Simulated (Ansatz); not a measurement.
Level of theory: DFT PBE, scalar-relativistic, plane waves, PAW in Ansatz. Settings: cutoff 420 eV, Γ-centred meshes spaced at most about 0.3 Å⁻¹, and about 0.25 Å⁻¹ or finer for metals (2π included), Gaussian smearing. No spin polarisation.

Temperature and zero-point effects are left out.

Two relaxed structures of SiC4:

1. Space group P-3m1 (No. 164), trigonal, a = 2.470 Å, c = 26.655 Å. Si has 6 Si at 2.47 Å; around C on its first site lie 3 C at 1.43 Å; around C on its second site lie 3 C at 1.43 Å; C on its third site is surrounded by 3 C at 1.43 Å; C on its fourth site is surrounded by 3 C at 1.43 Å.

2. Space group P-3m1 (No. 164), trigonal, a = 2.711 Å, c = 5.794 Å. Around Si lie 6 C at 1.94 Å; C on its first site has 1 C at 1.46 Å and 3 Si at 1.94 Å; C on its second site has 1 C at 1.46 Å and 3 C at 1.67 Å.

Task: Which would you expect to be lower, and how large is the difference?

Result: Cell 1 is lower, by 0.55 eV/atom. Cell 1 has space group P-3m1 (No. 164), 14.1 Å³/atom and no gap on its mesh; cell 2 has space group P-3m1 (No. 164), 7.4 Å³/atom and no gap. Counting C atoms around Si (those within 1.25 times the shortest such distance or 1.15 times the sum of covalent radii; the shortest distance is added where it is long for a bond), cell 1 has Si 26 from 4.5 Å and cell 2 has Si 6. Cell 1 holds Si–Si nets (shortest 2.47 Å) and C–C nets (shortest 1.43 Å); cell 2 holds C–C nets (shortest 1.46 Å). Even the lower one lies +0.19 eV/atom against the reference forms of the elements (uncorrected), so neither is stable at this level. Origin: cell 1, invented; cell 2, invented, then shaken at random and relaxed again.

No dispersion correction is applied, so the spacing and binding between layers, chains or molecules are poorly described (P-3m1 at 14.1 Å³/atom), and this can change margins and order among such cells. Cells relaxed within their symmetry can be saddle points.
